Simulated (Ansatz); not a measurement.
ZnS in the zincblende structure, relaxed with r2SCAN in Ansatz. The symmetry is F-43m (No. 216, cubic); a = 5.388 Å in the conventional setting, 19.55 Å³ an atom. Around Zn lie 4 S at 2.33 Å; around S lie 4 Zn at 2.33 Å.

The axes x, y and z are those of this cell:
```
CELL_PARAMETERS angstrom
0.00000 2.69409 2.69409
2.69409 0.00000 2.69409
2.69409 2.69409 0.00000
ATOMIC_POSITIONS crystal
Zn 0.00000 0.00000 0.00000
S 0.25000 0.25000 0.25000
```

Unstrained: With PBE the gap is 2.147 eV and direct, at Γ. With r2SCAN the gap is 2.705 eV and direct, at Γ. HSE06 gives a direct gap of 3.378 eV at Γ. Meshes: PBE 8×8×8, r2SCAN 8×8×8, HSE06 6×6×6. Strains are changes of length per length. After each strain the atoms were relaxed again with r2SCAN within the symmetry that the strain leaves, so tilts or polar shifts that break it weren't tested; points keep the names that they have in the unstrained zone. No spin polarisation and no zero-point or thermal motion.

Problem. One strain changed the r2SCAN stress by xx +7.80, yy +7.80, zz +7.80 GPa (compression positive) and the gap by +0.368 eV (PBE), +0.389 eV (r2SCAN), +0.397 eV (HSE06). Which kind of strain was it, and roughly how large?

Solution. Isotropic -2.72 % on every length. The pattern of the stress gives the kind; the size needs the stiffness, so it is an estimate.

Problem. Estimate what uniaxial -0.4 % along x, other directions held does to the gap.

Solution. PBE: the gap goes from 2.147 to 2.155 eV (+0.008 eV); with r2SCAN the top three valence levels at Γ, degenerate before, become 1+2 from the top over 15 meV. r2SCAN: the gap goes from 2.705 to 2.714 eV (+0.009 eV). HSE06: the gap goes from 3.378 to 3.387 eV (+0.009 eV). The r2SCAN energy rises by 0.1 meV an atom.

Problem. Estimate what uniaxial +1.18 % along [111], other directions held does to the gap.

Solution. PBE: the gap goes from 2.147 to 2.073 eV (-0.074 eV); with r2SCAN the top three valence levels at Γ, degenerate before, become 2+1 from the top over 64 meV. r2SCAN: the gap goes from 2.705 to 2.627 eV (-0.078 eV). HSE06: the gap goes from 3.378 to 3.297 eV (-0.081 eV). The r2SCAN energy rises by 1.2 meV an atom.

The meshes of the hybrids are coarse, so their gaps aren't converged to the digits shown.

The splittings at Γ are without spin-orbit coupling, which regroups them where it is of like size or larger.
